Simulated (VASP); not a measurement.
# Pb (P6_3/mmc) in VASP: single point with LDA

Aim: the single point of Pb with LDA.

All numbers are computed with VASP 6.6.1; they aren't measurements. Logs are shortened: lines on timing, memory, paths and dates and some standing lists are left out, and cuts for length are marked.

### 1 The structure

It takes space group P6_3/mmc (No. 194, hexagonal). The conventional cell has a = 3.480 Å, b = 3.480 Å, c = 5.590 Å, α = 90.00°, β = 90.00°, γ = 120.00°. Pb (site symmetry -6m2) has 12 Pb at 3.44 to 3.48 Å as nearest neighbours.

This isn't the form of Pb at room conditions, which is fcc.

### 2 Single point, LDA

Input file INCAR:

```
PREC     = Accurate       # precision mode
ENCUT    = 520            # plane-wave cutoff, eV
EDIFF    = 1E-6           # SCF threshold, eV
ISMEAR   = -1             # smearing method
SIGMA    = 0.08           # smearing width, eV
LREAL    = False          # projectors in reciprocal space
LASPH    = True           # aspherical terms in the spheres
NELM     = 100            # most SCF steps
ALGO     = Fast           # electronic algorithm
ISIF     = 2              # what is computed and relaxed
LWAVE    = False          # write WAVECAR
LCHARG   = False          # write CHGCAR
GGA      = CA             # functional
NBANDS   = 21             # bands
```

Input file KPOINTS:

```
Automatic mesh
0
Gamma
  14 14 8
```

Input file POSCAR:

```
Pb
1.0
    3.4800006906      0.0000000000      0.0000000000
   -1.7400003453      3.0137690032      0.0000000000
    0.0000000000      0.0000000000      5.5900000000
Pb
2
Direct
    0.3333333333      0.6666666667      0.2500000000
    0.6666666667      0.3333333333      0.7500000000
```

Potentials or basis: VASP PAW LDA potentials, release 64 (Pb_d).

The run is started by

```console
cat potpaw_LDA.64/Pb_d/POTCAR > POTCAR
mpirun -np 1 vasp_std > vasp.out
```

OUTCAR:

```text
PREC = Accurate
   ENCUT = 520
   EDIFF = 1E-6
   ISMEAR = -1
   LREAL = False
   LASPH = True
   NELM = 100
   ISIF = 2
   GGA = CA

 ion  position               nearest neighbor table
   1  0.333  0.667  0.250-   2 3.44   2 3.44   2 3.44   2 3.44   2 3.44   2 3.44
   2  0.667  0.333  0.750-   1 3.44   1 3.44   1 3.44   1 3.44   1 3.44   1 3.44

  LATTYP: Found a hexagonal cell.
 ALAT       =     3.4800006906
 C/A-ratio  =     1.6063215203

  Lattice vectors:

 A1 = (   3.4800006906,   0.0000000000,   0.0000000000)
 A2 = (  -1.7400003453,   3.0137690032,   0.0000000000)
 A3 = (   0.0000000000,   0.0000000000,   5.5900000000)

Analysis of symmetry for initial positions (statically):
=====================================================================
 Subroutine PRICEL returns:
 Original cell was already a primitive cell.

 Routine SETGRP: Setting up the symmetry group for a
 hexagonal supercell.

 Subroutine GETGRP returns: Found 24 space group operations
 (whereof 12 operations were pure point group operations)
 out of a pool of 24 trial point group operations.

The static configuration has the point symmetry D_3d.
 The point group associated with its full space group is D_6h.

Analysis of symmetry for dynamics (positions and initial velocities):
=====================================================================
 Subroutine PRICEL returns:
 Original cell was already a primitive cell.

 Routine SETGRP: Setting up the symmetry group for a
 hexagonal supercell.

 Subroutine GETGRP returns: Found 24 space group operations
 (whereof 12 operations were pure point group operations)
 out of a pool of 24 trial point group operations.

The dynamic configuration has the point symmetry D_3d.
 The point group associated with its full space group is D_6h.

 Subroutine INISYM returns: Found 24 space group operations
 (whereof 12 operations are pure point group operations),
 and found     1 'primitive' translations

----------------------------------------------------------------------------------------

                                     Primitive cell

  volume of cell :      58.6275

  direct lattice vectors                    reciprocal lattice vectors
     3.480000691  0.000000000  0.000000000     0.287356265  0.165905217  0.000000000
    -1.740000345  3.013769003  0.000000000     0.000000000  0.331810434  0.000000000
     0.000000000  0.000000000  5.590000000     0.000000000  0.000000000  0.178890877

  length of vectors
     3.480000691  3.480000691  5.590000000     0.331810434  0.331810434  0.178890877

  position of ions in fractional coordinates (direct lattice)
     0.333333333  0.666666667  0.250000000
     0.666666667  0.333333333  0.750000000

  ion indices of the primitive-cell ions
   primitive index   ion index
                 1           1
                 2           2

----------------------------------------------------------------------------------------

 KPOINTS: Automatic mesh

Automatic generation of k-mesh.
 Grid dimensions read from file:
 generate k-points for:   14   14    8

 Generating k-lattice:

  Cartesian coordinates                     Fractional coordinates (reciprocal lattice)
     0.020525447  0.011850373  0.000000000     0.071428571 -0.000000000  0.000000000
     0.000000000  0.023700745  0.000000000     0.000000000  0.071428571  0.000000000
     0.000000000  0.000000000  0.022361360     0.000000000  0.000000000  0.125000000

  Length of vectors
     0.023700745  0.023700745  0.022361360

  Shift w.r.t. Gamma in fractional coordinates (k-lattice)
     0.000000000  0.000000000  0.000000000

 Subroutine IBZKPT returns following result:
 ===========================================

 Found    120 irreducible k-points:

 Following reciprocal coordinates:
            Coordinates               Weight
  0.000000  0.000000  0.000000      1.000000
  0.071429  0.000000  0.000000      6.000000
  0.142857  0.000000  0.000000      6.000000
  0.214286  0.000000  0.000000      6.000000
  0.285714  0.000000  0.000000      6.000000
  0.357143  0.000000  0.000000      6.000000
[... 16 lines left out ...]
  0.285714  0.285714  0.000000      6.000000
  0.357143  0.285714  0.000000      6.000000
 [... further k-points ...]
   k-points           NKPTS =    120   k-points in BZ     NKDIM =    120   number of bands    NBANDS=     21
   number of dos      NEDOS =    301   number of ions     NIONS =      2
   total plane-waves  NPLWV =  32928
   dimension x,y,z NGX =    28 NGY =   28 NGZ =   42
   dimension x,y,z NGXF=    56 NGYF=   56 NGZF=   84
   ions per type =               2
   NGX,Y,Z   is equivalent  to a cutoff of  13.38, 13.38, 12.49 a.u.
   NGXF,Y,Z  is equivalent  to a cutoff of  26.75, 26.75, 24.98 a.u.
 SYSTEM =  unknown system
   PREC   = accura    normal or accurate (medium, high low for compatibility)
   ISTART =      0    job   : 0-new  1-cont  2-samecut
   ICHARG =      2    charge: 1-file 2-atom 10-const
   ISPIN  =      1    spin polarized calculation?
   LNONCOLLINEAR =      F non collinear calculations
   LSORBIT =      F    spin-orbit coupling
   LASPH  =      T    aspherical Exc in radial PAW
   ENCUT  =  520.0 eV  38.22 Ry    6.18 a.u.   6.47  6.47 10.39*2*pi/ulx,y,z
   NELM   =    100;   NELMIN=  2; NELMDL= -5     # of ELM steps
   EDIFF  = 0.1E-05   stopping-criterion for ELM
   LREAL  =      F    real-space projection
   EDIFFG = 0.1E-04   stopping-criterion for IOM
   NSW    =      0    number of steps for IOM
   IBRION =     -1    ionic relax: 0-MD 1-quasi-New 2-CG
   NFREE  =      0    steps in history (QN), initial steepest desc. (CG)
   ISIF   =      2    stress and relaxation
   ISYM   =      2    0-nonsym 1-usesym 2-fastsym
   POTIM  = 0.5000    time-step for ionic-motion
   TEBEG  =    0.0;   TEEND  =   0.0 temperature during run
   PSTRESS=    0.0 pullay stress
   NELECT =      28.0000    total number of electrons
   NUPDOWN=      -1.0000    fix difference up-down
   EMIN   =  10.00;   EMAX   =-10.00  energy-range for DOS
   EFERMI =   0.00;   METHOD = LEGACY
   ISMEAR =    -1;   SIGMA  =   0.08  broadening in eV -4-tet -1-fermi 0-gaus
   EFERMI_NEDOS =   21; number of points for ismear=-14 and -15
   IALGO  =     68    algorithm
   IMIX   =      4    mixing-type and parameters
     AMIX     =   0.40;   BMIX     =  1.00
     AMIX_MAG =   1.60;   BMIX_MAG =  1.00
  volume/ion in A,a.u.               =      29.31       197.82
  Fermi-wavevector in a.u.,A,eV,Ry     =   1.279658  2.418202 22.279864  1.637524
  Thomas-Fermi vector in A             =   2.412130
   LORBIT       =      0    0 simple, 1 ext, 2 COOP (PROOUT), +10 PAW based schemes
   GGA     = CA    functional components
   LHFCALC =     F    Hartree Fock is set to
   AEXX    =    0.0000 exact exchange contribution
   IVDW    =     0    specifies the selected vdW correction
   LEPSILON=     F    determine dielectric tensor
   LRPA    =     F    only Hartree local field effects (RPA)
 non-spin polarized calculation
 RMM-DIIS sequential band-by-band and
  energy-cutoff  :      520.00
  volume of cell :       58.63
 maximum number of plane-waves:      1617
 NGX is ok and might be reduce to    28
   NGX = 13   NGY = 13   NGZ = 21

 number of electron      28.0000005 magnetization

 Free energy of the ion-electron system (eV)
  ---------------------------------------------------
  ext. energy  EPLUGINS =         0.00000000
  ---------------------------------------------------
  free energy    TOTEN  =        -8.49025536 eV

  energy without entropy =       -8.46556238  energy(sigma->0) =       -8.47790887

 E-fermi :   7.3552     XC(G=0): -10.6191

 val. band max:        7.3474091683   @ k =   0.2143   0.0714   0.1250
 cond. band min:       7.3587625015   @ k =   0.3571   0.2143   0.0000
 fundamental gap:      0.0113533332
 Fermi energy:         7.3552408883

 k-point     1 :       0.0000    0.0000    0.0000
  band No.  band energies     occupation
      1      -9.6827      2.00000
      2      -9.6334      2.00000
      3      -9.6207      2.00000
      4      -9.6207      2.00000
      5      -9.5956      2.00000
      6      -9.5956      2.00000
[... 13 lines left out ...]
     20      16.4987      0.00000
     21      18.9540      0.00000

 k-point     2 :       0.0714    0.0000    0.0000
  band No.  band energies     occupation
      1      -9.6787      2.00000
      2      -9.6435      2.00000
      3      -9.6078      2.00000
      4      -9.6053      2.00000
      5      -9.5927      2.00000
      6      -9.5831      2.00000
[... 13 lines left out ...]
     20      16.9195      0.00000
     21      18.5139      0.00000

 k-point     3 :       0.1429    0.0000    0.0000
  band No.  band energies     occupation
      1      -9.6898      2.00000
      2      -9.6370      2.00000
      3      -9.5959      2.00000
      4      -9.5765      2.00000
      5      -9.5717      2.00000
      6      -9.5715      2.00000
[... 13 lines left out ...]
     20      17.7958      0.00000
     21      17.9226      0.00000

 k-point     4 :       0.2143    0.0000    0.0000
  band No.  band energies     occupation
      1      -9.7199      2.00000
      2      -9.6232      2.00000
      3      -9.6048      2.00000
      4      -9.5908      2.00000
      5      -9.5842      2.00000
      6      -9.5189      2.00000
[... 13 lines left out ...]
     20      17.1481      0.00000
     21      18.3003      0.00000

 k-point     5 :       0.2857    0.0000    0.0000
  band No.  band energies     occupation
      1      -9.7528      2.00000
      2      -9.6391      2.00000
      3      -9.6291      2.00000
      4      -9.6107      2.00000
      5      -9.5533      2.00000
      6      -9.4603      2.00000
[... 13 lines left out ...]
     20      16.5590      0.00000
     21      18.1277      0.00000

 k-point     6 :       0.3571    0.0000    0.0000
  band No.  band energies     occupation
      1      -9.7813      2.00000
      2      -9.6724      2.00000
      3      -9.6405      2.00000
      4      -9.6276      2.00000
      5      -9.5225      2.00000
      6      -9.4787      2.00000
[... 13 lines left out ...]
     20      16.1137      0.00000
     21      17.9530      0.00000

 k-point     7 :       0.4286    0.0000    0.0000
  band No.  band energies     occupation
      1      -9.8006      2.00000
      2      -9.6965      2.00000
      3      -9.6497      2.00000
      4      -9.6389      2.00000
      5      -9.5012      2.00000
      6      -9.4950      2.00000
[... 13 lines left out ...]
     20      15.8409      0.00000
     21      17.8409      0.00000
[... 291 lines left out ...]
      1      -9.6928      2.00000
      2      -9.6662      2.00000
      3      -9.6613      2.00000
      4      -9.6110      2.00000
      5      -9.5163      2.00000
      6      -9.4827      2.00000
[... 13 lines left out ...]
     20      17.9143      0.00000
     21      18.4799      0.00000

 k-point    21 :       0.2857    0.2143    0.0000
  band No.  band energies     occupation
      1      -9.7210      2.00000
      2      -9.6792      2.00000
      3      -9.6184      2.00000
      4      -9.6062      2.00000
      5      -9.5058      2.00000
      6      -9.5027      2.00000
[... 13 lines left out ...]
     20      17.9226      0.00000
     21      20.0799      0.00000

 k-point    22 :       0.3571    0.2143    0.0000
  band No.  band energies     occupation
      1      -9.7367      2.00000
      2      -9.6879      2.00000
      3      -9.5995      2.00000
      4      -9.5848      2.00000
      5      -9.5225      2.00000
      6      -9.4928      2.00000
[... 13 lines left out ...]
     20      17.8008      0.00000
     21      21.6708      0.00000

 k-point    23 :       0.2857    0.2857    0.0000
  band No.  band energies     occupation
      1      -9.7408      2.00000
      2      -9.6224      2.00000
      3      -9.6169      2.00000
      4      -9.5893      2.00000
      5      -9.5295      2.00000
      6      -9.4766      2.00000
[... 13 lines left out ...]
     20      19.8076      0.00000
     21      19.9548      0.00000

 k-point    24 :       0.3571    0.2857    0.0000
  band No.  band energies     occupation
      1      -9.7478      2.00000
      2      -9.6214      2.00000
      3      -9.5779      2.00000
      4      -9.5760      2.00000
      5      -9.5453      2.00000
      6      -9.5097      2.00000
[... 13 lines left out ...]
     20      19.8155      0.00000
     21      21.8321      0.00000

 [... further k-points ...]

------------------------ aborting loop because EDIFF is reached ----------------------------------------

  FORCE on cell =-STRESS in cart. coord.  units (eV):
  Direction    XX          YY          ZZ          XY          YZ          ZX
  --------------------------------------------------------------------------------------
  -------------------------------------------------------------------------------------
  Total       -0.4382979     -0.4382979      0.2115862     -0.0000000      0.0000000     -0.0000000
  in kB      -11.9778499    -11.9778499      5.7822483     -0.0000000      0.0000000     -0.0000000
  external PRESSURE =      -6.0578172 kB  Pullay stress =       0.0000000 kB

 VOLUME and BASIS-vectors are now :
 -----------------------------------------------------------------------------
  energy-cutoff  :      520.00
  volume of cell :       58.63
      direct lattice vectors                 reciprocal lattice vectors
     3.480000691  0.000000000  0.000000000     0.287356265  0.165905217  0.000000000
    -1.740000345  3.013769003  0.000000000     0.000000000  0.331810434  0.000000000
     0.000000000  0.000000000  5.590000000     0.000000000  0.000000000  0.178890877

 POSITION                                       TOTAL-FORCE (eV/Angst)
 -----------------------------------------------------------------------------------
     -0.00000      2.00918      1.39750         0.000000      0.000000      0.000000
      1.74000      1.00459      4.19250        -0.000000     -0.000000      0.000000
 -----------------------------------------------------------------------------------
    total drift:                               -0.000000      0.000000      0.000000

  FREE ENERGIE OF THE ION-ELECTRON SYSTEM (eV)
  ---------------------------------------------------
  free  energy   TOTEN  =        -8.4902553619 eV

  energy  without entropy=       -8.4655623758  energy(sigma->0) =       -8.47790887
```

It took 73 s on 1 thread of AMD EPYC 9R45 (Zen 5), shared host; peak memory 0.21 GiB.

Results:

```yaml
Free_energy: -8.4903 eV
Pressure: -0.6 GPa
Band_gap_on_the_k_mesh: none (metal or under the smearing width)
```

Levels at points of the mesh, in eV from the Fermi level:
```csv
k point,band 10,band 11,band 12,band 13,band 14,band 15,band 16,band 17,band 18,band 19
"(0.00, 0.00, 0.00)",-16.71,-11.96,-8.00,-4.28,5.54,5.54,7.45,7.45,8.11,8.88
"(0.50, 0.00, 0.00)",-16.68,-8.41,-7.16,-2.88,-1.41,-0.52,1.83,1.96,5.75,6.27
"(0.00, 0.00, 0.50)",-16.78,-10.68,-10.68,1.04,1.04,6.45,6.45,6.45,6.45,9.31
"(0.50, 0.00, 0.50)",-16.69,-7.56,-7.56,-3.79,-3.79,3.42,3.42,3.75,3.75,7.07
```

The run has no spin-orbit coupling, so splittings on Pb are missing.
